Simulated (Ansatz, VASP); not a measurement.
One calculation of NiO, two programs

INCAR

```
SYSTEM = NiO
PREC = Accurate ; ENCUT = 520
EDIFF = 1E-7 ; ISMEAR = 0
SIGMA = 0.03 ; LREAL = .FALSE.
LASPH = .TRUE. ; NELM = 150
ALGO = Normal ; ISIF = 2
LWAVE = .FALSE. ; LCHARG = .FALSE.
ISPIN = 2 ; MAGMOM = 1 0
LORBIT = 11 ; LMAXMIX = 4
GGA = PE ; NBANDS = 19
```

File KPOINTS:

```
Automatic mesh
0
G
  11 11 11
  0 0 0
```

POSCAR

```
NiO
1.0
    0.0000000000      2.0859016414      2.0859016414
    2.0859016414      0.0000000000      2.0859016414
    2.0859016414      2.0859016414      0.0000000000
Ni O
1 1
Direct
    0.0000000000      0.0000000000      0.0000000000
    0.5000000000      0.5000000000      0.5000000000
```

File input.yaml:

```yaml
crystal:
  lattice:
    - [0.0, 2.0859016414, 2.0859016414]
    - [2.0859016414, 0.0, 2.0859016414]
    - [2.0859016414, 2.0859016414, 0.0]
  atoms:
    - { symbol: Ni, position: [0.0, 0.0, 0.0], spin: 1.0 }
    - { symbol: O, position: [0.5, 0.5, 0.5] }
hamiltonian:
  xc: pbe
  pseudopotentials: { kind: paw }
magnetization:
  spin_polarized: true
kpoints:
  mp_grid: { grid: [11, 11, 11] }
scf:
  occupations: { method: gaussian, width: 0.03 }
output:
  forces: true
  stress: true
  eigenvalues: true
  write_density: true
  write_potential: true
  elf: true
  volumetric_format: npy
```

Alike in both runs: task single point; functional PBE; k mesh 11 × 11 × 11; occupations gaussian, width 0.03 eV; collinear spin, ferromagnetic start.

|  | VASP | Ansatz |
| --- | --- | --- |
| version | VASP 6.6.1 | Ansatz 0.2.0 |
| potentials or method | VASP PAW PBE potentials, release 64 (Ni, O) | Ansatz PAW |
| plane-wave cutoff (eV) | 520 | 420 |
| valence electrons in the cell | 16 | 24 |

VASP gave:

- gap on the k mesh at the Fermi level (eV): none
- pressure (GPa): 5.9
- net moment per atom (μB): 0.88
- size of the moment on the site where the two differ most (μB): 0.27

**Question.** Which values does Ansatz return?

**Answer.** gap on the k mesh at the Fermi level (eV): none; pressure (GPa): 6.3; net moment per atom (μB): 0.90; size of the moment on the site where the two differ most (μB): 0.29.

Site moments also hang on the region over which each program counts them. A gap of «none» marks a metal or a gap that the smearing closes. The functional is the same, so the differences come from potentials, cutoffs and numerics. The two sets of potentials don't hold the same shells in valence.

Caveats: a cell with one magnetic atom can't hold antiferromagnetic order, which such compounds often take; semilocal functionals often make such compounds metallic where correlation or magnetic order opens a gap, which also shifts bond lengths; the pressure holds a Pulay correction of +0.7 GPa for the finite cutoff (Ansatz). With open d or f shells a metallic result of PBE can be an artefact of self-interaction; +U or a hybrid may open a gap.
